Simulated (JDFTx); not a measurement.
ZrC under changes of volume

One of the cells (13.228 Å³/atom); the others are scaled copies at fixed shape and fractional positions:

```
Zr C
1.0
     0.00000    2.36500    2.36500
     2.36500    0.00000    2.36500
     2.36500    2.36500    0.00000
Zr C
1 1
Direct
  0.50000 0.50000 0.50000
  0.00000 0.00000 0.00000
```

| Item | Value |
| --- | --- |
| Program | JDFTx 1.7.0 (patched build) |
| Functional | PBEsol |
| Potentials or basis | PseudoDojo-SR-PBEsol-0.4.1-standard with smoothed tails |
| Cutoff | 1116 eV |
| Density cutoff | 8925 eV |
| k mesh | 10 × 10 × 10 |
| Occupations | fermi-dirac, width 0.05 eV |
| Spin | no spin polarisation |

| volume (Å³/atom) | energy over the lowest point (meV/atom) | pressure (GPa) |
| --- | --- | --- |
| 12.434 | 5.44 | 5.9 |
| 12.699 | 0.00 | 0.7 |
| 12.963 | 2.77 | -4.0 |
| 13.228 | 12.95 | -8.3 |
| 13.493 | 29.77 | -12.1 |
| 13.757 | 52.60 | -15.6 |
| 14.022 | ? | ? |

Task: What does the run at 14.022 Å³/atom give?

Result: Energy over the lowest point 80.82 meV/atom; pressure -18.7 GPa.

Worked out: A Birch-Murnaghan fit of order 3 (a polynomial in V^(-2/3)) to the other rows has its minimum at 12.74 Å³/atom with B0 = V·E''(V) = 235 GPa and B' = 3.9. It gives 80.93 meV/atom at 14.022 Å³/atom, against the run's 80.82, and -dE/dV = -18.7 GPa, against -18.7.

Energies are extrapolated to zero smearing.
